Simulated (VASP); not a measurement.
## MnS: equation of state with LDA

MnS:

```
Mn S
1.0
     0.00000    2.43550    2.43550
     2.43550    0.00000    2.43550
     2.43550    2.43550    0.00000
Mn S
1 1
Direct
  0.00000 0.00000 0.00000
  0.75000 0.75000 0.75000
```

The cell is a database's computed one.

```
Program                : VASP 6.6.1
Task                   : equation of state
Functional             : LDA
Potentials or basis    : VASP PAW LDA potentials, release 64 (Mn_pv, S)
Cutoff                 : 520 eV
k mesh                 : 8 × 8 × 8
Occupations            : fermi-dirac, width 0.05 eV
Spin                   : collinear spin, ferromagnetic start
Starting moments       : [4.0, 0.0] μB
Ladder                 : gaps
Further INCAR settings : ALGO = Normal; EDIFF = 1e-07
```

* Equilibrium volume: 14.45 Å³/atom
* Bulk modulus: 162 GPa
* Pressure derivative of the bulk modulus: 4.5 (rough: it moves with the points fitted)

Energy against volume, from the lowest point:
| volume (Å³/atom) | energy (meV/atom) |
| --- | --- |
| 13.869 | 12.68 |
| 14.158 | 3.07 |
| 14.447 | 0.00 |
| 14.736 | 2.79 |
| 15.024 | 10.83 |

All runs of the series together: 3.7 min on 1 thread of Intel(R) Xeon(R) Platinum 8259CL CPU @ 2.50GHz (Skylake/Cascade Lake), on a shared host.
